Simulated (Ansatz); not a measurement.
Runs of Ansatz 0.2.0 on FeO (Wuestite). Symmetry: R-3m, No. 166, trigonal system. The conventional cell has a = 3.038 Å, b = 3.038 Å, c = 7.559 Å, α = 90.00°, β = 90.00°, γ = 120.00°. Fe (site symmetry -3m) has 6 O at 2.16 Å as nearest neighbours. O (site symmetry -3m) has 6 Fe at 2.16 Å as nearest neighbours. 

```tsv
task	level	potentials or basis	cutoff (eV)	basis error allowed	pressure (GPa)	moment (μB)	V0 of scaled cells (Å³/atom)	B0 (GPa)
band structure	PBEsol	all-electron LAPW, non-relativistic	348	0.001 eV/atom	-8.6	4.00	-	-
single point	PBEsol	all-electron LAPW, scalar-relativistic	348	0.001 eV/atom	-9.5	4.00	-	-
equation of state	PBE	all-electron LAPW, scalar-relativistic	-	0.0005 eV/atom	-	-	(a)	185
equation of state	PBEsol	all-electron LAPW, scalar-relativistic	-	0.0005 eV/atom	-	-	(b)	208
band structure	PBEsol	all-electron LAPW, inner shells corrected to Dirac's equation	348	0.001 eV/atom	-9.5	4.00	-	-
```

Alike in all rows: spin collinear, ferromagnetic start; cell as given; k mesh 11 × 11 × 11; smearing fermi-dirac 0.05 eV.

Task: Estimate the missing entries.

Result: (a) 10.00; (b) 9.57.

Caveats: a cell with one magnetic atom can't hold antiferromagnetic order, which such compounds often take (some runs); the cell was scaled at fixed shape and fractional positions, which overstates the stiffness of a crystal with free parameters, most of all of layers and chains (some runs).

Not every run made on this cell is shown here.
